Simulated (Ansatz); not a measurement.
## Al: strain energy, fitted

Al, Fm-3m, a = 3.993 Å. Ansatz: r2SCAN, PAW, 500 eV, Γ-centred 18×18×14 mesh on 2 atoms, Gaussian smearing 0.10 eV; no spin polarisation. Series: strain along c alone, the other axes held, atoms fixed by symmetry; x is the strain in per cent. The axes a, b, c are those of the computed cell (2.823, 2.823, 3.993 Å), along [1 1 0], [-1 1 0], [0 0 1] of the cell named above. y is the free energy over the unstrained cell, V0 = 15.912 Å³/atom.

```tsv
x (%)	y (meV/atom)
-4.5	17.57
-3.0	8.42
-1.5	?
0.0	0.00
1.5	1.27
3.0	6.10
4.5	13.56
```

Fit y = c2 x² + c3 x³ to the other rows, turn c2 into a modulus, and predict the missing energy.

Least squares on the rows shown. y = 0.77402 x² − 0.023767 x³. In eV per unit strain² c2 is 7.740; this is C33 with relaxed ions (E = ½ C33 V0 ε²): 2 × 7.740 × 160.2 / (15.912) = 156 GPa. The unstrained cell keeps some stress along the strain, worth a slope of -0.30 meV/atom per %, which the form leaves out. With a term in x⁴ added, the coefficient of x² becomes 0.8174, 6 % more, which shows how far this figure hangs on the form. At x = -1.5 the fit asked for gives 1.82 meV/atom. The run gave 2.33 meV/atom, so the fit is 0.51 meV/atom too low, within twice the rms miss on the fitted rows (0.43 meV/atom).